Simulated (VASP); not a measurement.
A run of VASP 6.6.1 is set up as follows.

The input INCAR:

```
  ALGO = Normal
  EDIFF = 1E-6
  ENCUT = 520
  GGA = PS
  ISIF = 2
  ISMEAR = 0
  LASPH = T
  LCHARG = T
  LELF = T
  LORBIT = 10
  LREAL = F
  LVHAR = T
  LWAVE = F
  NELM = 60
  PREC = Accurate
  SIGMA = 0.02
```

File KPOINTS:

```
k-points
0
Gamma
  3 6 2
```

POSCAR

```
Te2Mo
1.0
    6.3300000000      0.0000000000      0.0000000000
    0.0000000000      3.4690000000      0.0000000000
   -0.9467947088      0.0000000000     13.8276237937
Te Mo
8 4
Direct
    0.9437000000      0.7500000000      0.6045000000
    0.0563000000      0.2500000000      0.3955000000
    0.9030000000      0.2500000000      0.8514000000
    0.0970000000      0.7500000000      0.1486000000
    0.4112000000      0.7500000000      0.8955000000
    0.5888000000      0.2500000000      0.1045000000
    0.4432000000      0.2500000000      0.6484000000
    0.5568000000      0.7500000000      0.3516000000
    0.8167000000      0.7500000000      0.9926000000
    0.1833000000      0.2500000000      0.0074000000
    0.6819000000      0.2500000000      0.4934000000
    0.3181000000      0.7500000000      0.5066000000
```

Potentials or basis: VASP PAW PBE potentials, release 64 (Te, Mo_sv).

The run is started by

```sh
$ cat potpaw_PBE.64/Te/POTCAR potpaw_PBE.64/Mo_sv/POTCAR > POTCAR
$ mpirun -np 1 vasp_std > vasp.out
```

**Question.** Predict the band gap on the k mesh.

**Answer.** None (metal or under the smearing width).

**Question.** Predict the largest force.

**Answer.** 0.311 eV/Å.

**Question.** Predict the pressure.

**Answer.** -1.3 GPa.

Forces on the atoms (eV/Å):
```
Te   0.046  0.000 -0.085
Te  -0.046  0.000  0.085
Te  -0.020  0.000  0.119
Te   0.020  0.000 -0.119
Te   0.001  0.000  0.169
Te  -0.001  0.000 -0.169
Te  -0.013  0.000 -0.161
Te   0.013  0.000  0.161
Mo   0.209  0.000  0.063
Mo  -0.209  0.000 -0.063
Mo  -0.310  0.000 -0.024
Mo   0.310  0.000  0.024
```

Caveat: the PAW data sets were made with another functional, which shifts forces and pressure a little. Spin-orbit coupling is left out, which matters for the levels of Te.
